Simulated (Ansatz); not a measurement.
Take a crystal in which Ag has been replaced by Cu on all its sites, with the cell rescaled by a rough guess (in some cases also distorted within its space group) and nothing relaxed:

```
Cu
1.0
     0.00000    1.91636    1.91636
     1.91636    0.00000    1.91636
     1.91636    1.91636    0.00000
Cu
1
Direct
  0.00000 0.00000 0.00000
```

All numbers below come from DFT PBE, scalar-relativistic, plane waves, PAW in Ansatz.

Plane waves to 420 eV, a k mesh through Γ of 18×18×18 on the computed 1-atom cell and Gaussian smearing (0.10 eV); no spin polarisation.

Problem. Will this cell want to expand or contract, and how hard?

Solution. The pressure is -15.2 GPa (positive in compression), so the cell would contract.

Problem. Is it a metal on this mesh?

Solution. Yes, a band crosses the Fermi level.